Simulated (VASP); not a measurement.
# CuI (Marshite) (F-43m) in VASP: a series of runs

Runs on CuI (Marshite). Level: LDA. Tasks: single point, relaxation of cell and atoms.

Program: VASP 6.6.1. These are calculated values, not measurements. Logs are shortened: lines on timing, memory, paths and dates and some standing lists are left out, and cuts for length are marked.

## 1. The crystal as given

Symmetry: F-43m, No. 216, cubic system. The conventional cell has a = 5.862 Å, b = 5.862 Å, c = 5.862 Å, α = 90.00°, β = 90.00°, γ = 90.00°. Cu (site symmetry -43m) is surrounded by 4 I at 2.54 Å. I (site symmetry -43m) is surrounded by 4 Cu at 2.54 Å.

## 2. Single point, LDA

File INCAR:

```
PREC = Accurate ; ENCUT = 520
EDIFF = 1E-6 ; ISMEAR = 0
SIGMA = 0.02 ; LREAL = False
LASPH = True ; NELM = 100
ALGO = Normal ; ISIF = 2
LWAVE = False ; LCHARG = True
GGA = CA ; LELF = True
LVHAR = True ; NBANDS = 16
```

File KPOINTS:

```
Automatic mesh
0
Gamma
  8 8 8
```

File POSCAR:

```
CuI
1.0
    0.0000000000      2.9310411524      2.9310411524
    2.9310411524      0.0000000000      2.9310411524
    2.9310411524      2.9310411524      0.0000000000
Cu I
1 1
Direct
    0.2500000000      0.2500000000      0.2500000000
    0.0000000000      0.0000000000      0.0000000000
```

Potentials or basis: VASP PAW LDA potentials, release 64 (Cu, I).

The run is started by

```
> cat potpaw_LDA.64/Cu/POTCAR potpaw_LDA.64/I/POTCAR > POTCAR
> mpirun -np 1 vasp_std > vasp.out
```

OUTCAR:

```text
PREC = Accurate
   ENCUT = 520
   EDIFF = 1E-6
   ISMEAR = 0
   LREAL = False
   LASPH = True
   NELM = 100
   ISIF = 2
   GGA = CA

 ion  position               nearest neighbor table
   1  0.250  0.250  0.250-   2 2.54   2 2.54   2 2.54   2 2.54
   2  0.000  0.000  0.000-   1 2.54   1 2.54   1 2.54   1 2.54

  LATTYP: Found a face centered cubic cell.
 ALAT       =     5.8620823048

  Lattice vectors:

 A1 = (   0.0000000000,   2.9310411524,   2.9310411524)
 A2 = (   2.9310411524,   0.0000000000,   2.9310411524)
 A3 = (   2.9310411524,   2.9310411524,   0.0000000000)

Analysis of symmetry for initial positions (statically):
=====================================================================
 Subroutine PRICEL returns:
 Original cell was already a primitive cell.

 Routine SETGRP: Setting up the symmetry group for a
 face centered cubic supercell.

 Subroutine GETGRP returns: Found 24 space group operations
 (whereof 24 operations were pure point group operations)
 out of a pool of 48 trial point group operations.

The static configuration has the point symmetry T_d .

Analysis of symmetry for dynamics (positions and initial velocities):
=====================================================================
 Subroutine PRICEL returns:
 Original cell was already a primitive cell.

 Routine SETGRP: Setting up the symmetry group for a
 face centered cubic supercell.

 Subroutine GETGRP returns: Found 24 space group operations
 (whereof 24 operations were pure point group operations)
 out of a pool of 48 trial point group operations.

The dynamic configuration has the point symmetry T_d .

 Subroutine INISYM returns: Found 24 space group operations
 (whereof 24 operations are pure point group operations),
 and found     1 'primitive' translations

----------------------------------------------------------------------------------------

                                     Primitive cell

  volume of cell :      50.3612

  direct lattice vectors                    reciprocal lattice vectors
     0.000000000  2.931041152  2.931041152    -0.170587847  0.170587847  0.170587847
     2.931041152  0.000000000  2.931041152     0.170587847 -0.170587847  0.170587847
     2.931041152  2.931041152  0.000000000     0.170587847  0.170587847 -0.170587847

  length of vectors
     4.145118150  4.145118150  4.145118150     0.295466818  0.295466818  0.295466818

  position of ions in fractional coordinates (direct lattice)
[... 79 lines left out ...]
   EDIFF  = 0.1E-05   stopping-criterion for ELM
   LREAL  =      F    real-space projection
   EDIFFG = 0.1E-04   stopping-criterion for IOM
   NSW    =      0    number of steps for IOM
   IBRION =     -1    ionic relax: 0-MD 1-quasi-New 2-CG
   NFREE  =      0    steps in history (QN), initial steepest desc. (CG)
   ISIF   =      2    stress and relaxation
   ISYM   =      2    0-nonsym 1-usesym 2-fastsym
   POTIM  = 0.5000    time-step for ionic-motion
   TEBEG  =    0.0;   TEEND  =   0.0 temperature during run
   PSTRESS=    0.0 pullay stress
   NELECT =      18.0000    total number of electrons
   NUPDOWN=      -1.0000    fix difference up-down
   EMIN   =  10.00;   EMAX   =-10.00  energy-range for DOS
   EFERMI =   0.00;   METHOD = LEGACY
   ISMEAR =     0;   SIGMA  =   0.02  broadening in eV -4-tet -1-fermi 0-gaus
   EFERMI_NEDOS =   21; number of points for ismear=-14 and -15
   IALGO  =     38    algorithm
   IMIX   =      4    mixing-type and parameters
     AMIX     =   0.40;   BMIX     =  1.00
     AMIX_MAG =   1.60;   BMIX_MAG =  1.00
  volume/ion in A,a.u.               =      25.18       169.93
  Fermi-wavevector in a.u.,A,eV,Ry     =   1.161806  2.195496 18.365063  1.349794
  Thomas-Fermi vector in A             =   2.298374
   LORBIT       =      0    0 simple, 1 ext, 2 COOP (PROOUT), +10 PAW based schemes
   GGA     = CA    functional components
   LHFCALC =     F    Hartree Fock is set to
   AEXX    =    0.0000 exact exchange contribution
   IVDW    =     0    specifies the selected vdW correction
   LEPSILON=     F    determine dielectric tensor
   LRPA    =     F    only Hartree local field effects (RPA)
 non-spin polarized calculation
 Gauss-broadening in eV      SIGMA  =   0.02
  energy-cutoff  :      520.00
  volume of cell :       50.36
 maximum number of plane-waves:      1380
   NGX = 15   NGY = 15   NGZ = 15

 number of electron      17.9999989 magnetization

 Free energy of the ion-electron system (eV)
  ---------------------------------------------------
  ext. energy  EPLUGINS =         0.00000000
  ---------------------------------------------------
  free energy    TOTEN  =        -6.99627483 eV

  energy without entropy =       -6.99627483  energy(sigma->0) =       -6.99627483

 E-fermi :   5.4811     XC(G=0):  -9.7649

 val. band max:        5.3409765958   @ k =   0.0000   0.0000   0.0000
 cond. band min:       6.6264980996   @ k =   0.0000   0.0000   0.0000
 fundamental gap:      1.2855215037
 Fermi energy:         5.4810846089

 k-point     1 :       0.0000    0.0000    0.0000
  band No.  band energies     occupation
      1      -9.2208      2.00000
      2       1.2087      2.00000
      3       1.2087      2.00000
      4       1.2087      2.00000
      5       2.9607      2.00000
      6       2.9607      2.00000
[... 433 lines left out ...]
      3       0.6697      2.00000
      4       1.2409      2.00000
      5       2.8805      2.00000
      6       2.9715      2.00000
[... 8 lines left out ...]
     15      16.2216      0.00000
     16      16.9580      0.00000

 [... further k-points ...]

------------------------ aborting loop because EDIFF is reached ----------------------------------------

  FORCE on cell =-STRESS in cart. coord.  units (eV):
  Direction    XX          YY          ZZ          XY          YZ          ZX
  --------------------------------------------------------------------------------------
  -------------------------------------------------------------------------------------
  Total        0.0739620      0.0739620      0.0739620      0.0000000      0.0000000      0.0000000
  in kB        2.3530086      2.3530086      2.3530086      0.0000000      0.0000000      0.0000000
  external PRESSURE =       2.3530086 kB  Pullay stress =       0.0000000 kB

 VOLUME and BASIS-vectors are now :
 -----------------------------------------------------------------------------
  energy-cutoff  :      520.00
  volume of cell :       50.36
      direct lattice vectors                 reciprocal lattice vectors
     0.000000000  2.931041152  2.931041152    -0.170587847  0.170587847  0.170587847
     2.931041152  0.000000000  2.931041152     0.170587847 -0.170587847  0.170587847
     2.931041152  2.931041152  0.000000000     0.170587847  0.170587847 -0.170587847

 POSITION                                       TOTAL-FORCE (eV/Angst)
 -----------------------------------------------------------------------------------
      1.46552      1.46552      1.46552        -0.000000     -0.000000     -0.000000
      0.00000      0.00000      0.00000         0.000000      0.000000      0.000000
 -----------------------------------------------------------------------------------
    total drift:                               -0.000000     -0.000000      0.000000

  FREE ENERGIE OF THE ION-ELECTRON SYSTEM (eV)
  ---------------------------------------------------
  free  energy   TOTEN  =        -6.9962748253 eV

  energy  without entropy=       -6.9962748253  energy(sigma->0) =       -6.99627483
```

OSZICAR:

```text
N       E                     dE             d eps       ncg     rms          rms(c)
DAV:   1     0.935640463435E+02    0.93564E+02   -0.75755E+03   928   0.125E+03
DAV:   2    -0.110675253197E+01   -0.94671E+02   -0.86718E+02   952   0.236E+02
DAV:   3    -0.715702016868E+01   -0.60503E+01   -0.59532E+01  1264   0.622E+01
DAV:   4    -0.732066546614E+01   -0.16365E+00   -0.16358E+00  1104   0.950E+00
DAV:   5    -0.733001503071E+01   -0.93496E-02   -0.93495E-02  1480   0.258E+00    0.646E+00
DAV:   6    -0.722277369943E+01    0.10724E+00   -0.37823E+00   960   0.564E+01    0.405E+00
DAV:   7    -0.700386506056E+01    0.21891E+00   -0.91427E-01   976   0.343E+01    0.199E+00
DAV:   8    -0.700018709697E+01    0.36780E-02   -0.49665E-02  1440   0.341E+00    0.534E-01
DAV:   9    -0.699641592601E+01    0.37712E-02   -0.98877E-03  1152   0.309E+00    0.263E-01
DAV:  10    -0.699643587507E+01   -0.19949E-04   -0.62291E-04  1200   0.166E-01    0.178E-01
DAV:  11    -0.699627100502E+01    0.16487E-03   -0.72712E-04  1168   0.937E-01    0.263E-02
DAV:  12    -0.699627699443E+01   -0.59894E-05   -0.87447E-05  1240   0.865E-02    0.410E-02
DAV:  13    -0.699627562045E+01    0.13740E-05   -0.44192E-06  1408   0.195E-02    0.122E-02
DAV:  14    -0.699627482528E+01    0.79517E-06   -0.82759E-07   672   0.331E-02
   1 F= -.69962748E+01 E0= -.69962748E+01  d E =-.321379E-25
```

It took 10 s on 1 thread of Intel Xeon 6975P-C (Granite Rapids), shared host; peak memory 0.16 GiB.

What came out:

* Free energy: -6.9963 eV
* Pressure: 0.2 GPa
* Band gap on the k mesh: 1.29 eV, direct

Caveat: spin-orbit coupling is left out, which moves the levels of the heavy elements. LDA gaps usually lie below the measured ones, often by a third to a half.

## 3. Relaxation of cell and atoms, LDA

This run uses another cell than the first one, of 27.86 Å³/atom, 1.106 times its volume.

File INCAR:

```
PREC = Accurate ; ENCUT = 600
EDIFF = 1E-6 ; ISMEAR = 0
SIGMA = 0.02 ; LREAL = False
LASPH = True ; NELM = 100
ALGO = Normal ; ISIF = 3
LWAVE = False ; LCHARG = False
IBRION = 2 ; NSW = 100
EDIFFG = -0.005
```

KPOINTS is that of step 2.

File POSCAR:

```
CuI
1.0
    0.0000000000      3.0315000000      3.0315000000
    3.0315000000      0.0000000000      3.0315000000
    3.0315000000      3.0315000000      0.0000000000
Cu I
1 1
Direct
    0.2500000000      0.2500000000      0.2500000000
    0.0000000000      0.0000000000      0.0000000000
```

Potentials or basis: VASP PAW LDA potentials, release 64 (Cu, I).

The run is started by

```
> cat potpaw_LDA.64/Cu/POTCAR potpaw_LDA.64/I/POTCAR > POTCAR
> mpirun -np 1 vasp_std > vasp.out
```

Wall time 38 s (1 thread of Intel Xeon 6975P-C (Granite Rapids), shared host); peak memory 0.19 GiB.

The run converged. Its results:

| Property | Result |
| --- | --- |
| Free energy | -6.9971 eV |
| Relaxed volume | 25.25 Å³/atom |
| Relaxed cell | a = 4.149 Å, b = 4.149 Å, c = 4.149 Å, α = 60.00°, β = 60.00°, γ = 60.00° |
| Space group after relaxing (to 0.05 Å) | F-43m (No. 216) |
| Energy gained by relaxing | 39.3 meV/atom |
| Ionic steps | 5 |
| Pressure after relaxing | 0.0 GPa |
| Band gap on the k mesh | 1.28 eV, direct |

The path:
```
step  energy change (eV)  largest force (eV/Å)  pressure (GPa)  volume (Å³)
   1              0.0000                0.0000           -4.15        55.72
   2             -0.0782                0.0000            0.27        50.10
   3             -0.0786                0.0000            0.14        50.34
   4             -0.0786                0.0000           -0.04        50.50
   5             -0.0786                0.0000           -0.01        50.50
```

Final structure:
```
Cu I
1.0
     0.00000    2.93370    2.93370
     2.93370    0.00000    2.93370
     2.93370    2.93370    0.00000
Cu I
1 1
Direct
  0.25000 0.25000 0.25000
  0.00000 0.00000 0.00000
```

Levels at points of the mesh, in eV from the valence-band top:
```
           k point  band 5  band 6  band 7  band 8  band 9  band 10  band 11  band 12  band 13
(0.00, 0.00, 0.00)   -2.37   -2.37    0.00    0.00    0.00     1.28     4.75     4.75     4.75
(0.50, 0.00, 0.00)   -2.34   -2.34   -2.28   -0.89   -0.89     2.15     5.33     5.33     7.37
(0.50, 0.50, 0.00)   -2.41   -2.28   -2.27   -1.92   -1.92     2.42     2.78     9.76    10.23
```

Caveat: spin-orbit coupling is left out, which moves the levels of the heavy elements.

## 4. Single point, LDA

File INCAR:

```
PREC     = Accurate       # precision mode
ENCUT    = 520            # plane-wave cutoff, eV
EDIFF    = 1E-6           # SCF threshold, eV
ISMEAR   = 0              # smearing method
SIGMA    = 0.02           # smearing width, eV
LREAL    = F              # projectors in reciprocal space
LASPH    = T              # aspherical terms in the spheres
NELM     = 100            # most SCF steps
ALGO     = Normal         # electronic algorithm
ISIF     = 2              # what is computed and relaxed
LWAVE    = F              # write WAVECAR
LCHARG   = F              # write CHGCAR
NBANDS   = 16             # bands
```

KPOINTS is that of step 3.

File POSCAR:

```
CuI
1.0
    0.0000000000      2.9310411524      2.9310411524
    2.9310411524      0.0000000000      2.9310411524
    2.9310411524      2.9310411524      0.0000000000
Cu I
1 1
Direct
    0.2500000000      0.2500000000      0.2500000000
    0.0000000000      0.0000000000      0.0000000000
```

The run is started by

```
> cat potpaw_LDA.64/Cu/POTCAR potpaw_LDA.64/I/POTCAR > POTCAR
> mpirun -np 1 vasp_std > vasp.out
```

It took 9.7 s on 1 thread of Intel Xeon 6975P-C (Granite Rapids), shared host; peak memory 0.16 GiB.

The run converged. Its results:

| Quantity | Value |
| --- | --- |
| Free energy | -6.9963 eV |
| Pressure | 0.2 GPa |
| Band gap on the k mesh | 1.29 eV, direct |

Levels at points of the mesh, in eV from the valence-band top:
```
           k point  band 5  band 6  band 7  band 8  band 9  band 10  band 11  band 12  band 13  band 14
(0.00, 0.00, 0.00)   -2.38   -2.38    0.00    0.00    0.00     1.29     4.75     4.75     4.75     8.12
(0.50, 0.00, 0.00)   -2.35   -2.35   -2.30   -0.90   -0.90     2.15     5.32     5.32     7.37     9.44
(0.50, 0.50, 0.00)   -2.43   -2.30   -2.28   -1.93   -1.93     2.41     2.77     9.78    10.24    10.24
```

Caveat: spin-orbit coupling is left out, which moves the levels of the heavy elements.

(Continued in part 2 of 2.)
